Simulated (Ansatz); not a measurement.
# Cobalt, diamond under revPBE: from relaxation to bulk modulus

The plan for cobalt in the diamond structure: relax it, solve it on a dense k-mesh, then scale the cell to 7 volumes from 88 to 112 % of the relaxed one and try a fit of the equation of state. The start is ferromagnetic. The k-meshes are 11×11×11 for the relaxation; 17×17×17 for the dense run; 12×12×12 for the volumes.

This is Co in the diamond structure; at room conditions it is hcp.

Computed with Ansatz 0.2.0 (DFT revPBE, plane waves (420 eV) with PAW, scalar-relativistic; PBE-made PAW files, unless a step says otherwise).

**1. The system as given**

Symmetry: Fd-3m, No. 227, cubic system. Conventional cell: a = 4.927 Å, b = 4.927 Å, c = 4.927 Å, α = 90.00°, β = 90.00°, γ = 90.00°. Co (site symmetry -43m) has 4 Co at 2.13 Å as nearest neighbours.

Coordinates:

```
Co
1.0
     0.00000    2.46343    2.46343
     2.46343    0.00000    2.46343
     2.46343    2.46343    0.00000
Co
2
Direct
  0.12500 0.12500 0.12500
  0.87500 0.87500 0.87500
```

Starting moments (μB): +1.7 ×2.

**2. Relaxation of the cell**

input.yaml reads:

```yaml
crystal:
  lattice:
    - [0.0, 2.4634331982, 2.4634331982]
    - [2.4634331982, 0.0, 2.4634331982]
    - [2.4634331982, 2.4634331982, 0.0]
  atoms:
    - { symbol: Co, position: [0.125, 0.125, 0.125], spin: 1.7 }
    - { symbol: Co, position: [0.875, 0.875, 0.875], spin: 1.7 }
hamiltonian:
  xc: revpbe
  pseudopotentials:
    kind: paw
    azcp:
      Co: "pseudopotentials/Co.paw.azcp"
basis:
  ecutwfc: 420
  fft_grid_basis: typed
kpoints:
  mp_grid: { grid: [11, 11, 11], shift: [0, 0, 0] }
magnetization:
  spin_polarized: true
scf:
  occupations: { method: fermi_dirac, width: 0.05 }
relax:
  max_steps: 60
  f_tol: 0.01
  cell: {}
output:
  write_density: true
  write_potential: true
  elf: true
  volumetric_format: npy
```

The runs that follow: The energy on a finer k-mesh; The cell scaled to 88 % of its volume; The cell scaled to 92 % of its volume; The cell scaled to 96 % of its volume; The cell scaled to 100 % of its volume; The cell scaled to 104 % of its volume; The cell scaled to 108 % of its volume; The cell scaled to 112 % of its volume.

What does the calculation give? Wanted: space group; conventional cell; volume; shortest distance; gap on the mesh; magnetic state; relative to hcp, ferromagnetic; V₀, B₀, B₀′.

**Answer**, as computed:

```
                      quantity                                  value
space group (spins left aside)                        Fd-3m (No. 227)
             conventional cell                            a = 5.121 Å
                        volume                         16.788 Å³/atom
             shortest distance                                2.218 Å
               gap on the mesh           none (levels filled in part)
                magnetic state  ferromagnetic, up to 1.78 μB per atom
relative to hcp, ferromagnetic                         +1253 meV/atom
                   V₀, B₀, B₀′            16.779 Å³/atom, 95 GPa, 4.9
```

**Reading.** The relaxation enlarged the cell by 12.3 % in volume. It lies 1253 meV/atom above the element's reference form at the same level (hcp, ferromagnetic, from a run of its own). The final state is ferromagnetic (largest moment 1.78 μB). Levels at the Fermi energy are filled in part, as in a metal. The fitted modulus is 95 GPa. The symmetry was held, so the structure may be unstable against distortions that break it.
